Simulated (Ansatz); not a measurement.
# InSb: the cost of one run

Method: DFT PBE, scalar-relativistic, plane waves, PAW, in Ansatz 0.2.0.

### 1 Starting point

It takes space group F-43m (No. 216, cubic). Conventional cell: a = 6.478 Å, b = 6.478 Å, c = 6.478 Å, α = 90.00°, β = 90.00°, γ = 90.00°. In (site symmetry -43m) has 4 Sb at 2.81 Å in its first shell of neighbours. Sb (site symmetry -43m) is surrounded by 4 In at 2.81 Å.

As a file:

```cif
data_structure
_symmetry_space_group_name_H-M 'F-43m'
_symmetry_Int_Tables_number 216
_cell_length_a 6.4782
_cell_length_b 6.4782
_cell_length_c 6.4782
_cell_angle_alpha 90.000
_cell_angle_beta 90.000
_cell_angle_gamma 90.000
_cell_volume 271.87
loop_
_atom_site_label
_atom_site_type_symbol
_atom_site_symmetry_multiplicity
_atom_site_Wyckoff_symbol
_atom_site_fract_x
_atom_site_fract_y
_atom_site_fract_z
_atom_site_occupancy
In1 In 4 a 0.00000 0.00000 0.00000 1
Sb1 Sb 4 c 0.25000 0.25000 0.25000 1
```

No relaxation comes first: the listed cell is the starting point.

### 2 Zero of energy

Reference values: F = -12082.5419 eV; pressure 3.14 GPa; largest force 0.000 eV/Å; gap on the mesh none (metal). It was computed beforehand with the settings of the runs below.

### 3 The scan: energy and stress against strain

The cell is strained by ε times the Voigt pattern (0, 0, 1, 0, 0, 0) (xx, yy, zz, yz, xz, xy; engineering shear), with fractional coordinates fixed (clamped ions). The stress on the pattern is the sum of the stress components weighted by it, tension positive.

### 4 Point ε = -0.0400

input.yaml

```yaml
crystal:
  lattice:
    - [0.0, 3.2391, 3.109536]
    - [3.2391, 0.0, 3.109536]
    - [3.2391, 3.2391, 0.0]
  atoms:
    - { symbol: In, position: [0.0, 0.0, 0.0] }
    - { symbol: Sb, position: [0.75, 0.75, 0.75] }
basis:
  ecutwfc: 420
kpoints:
  mp_grid: { grid: [12, 12, 12] }
hamiltonian:
  xc: pbe
scf:
  occupations: { method: gaussian, width: 0.15 }
output:
  forces: true
  stress: true
  eigenvalues: true
```

Command:

```sh
ansatz run input.yaml --threads 1 --pin off --max-ram 2560MiB --backend cpu --events-out ev --progress --plain --runs-dir out
```

What time and memory should one allow on 1 thread of Intel Xeon at 2.70GHz, shared host?

About 14 s, with a peak of 0.52 GiB.
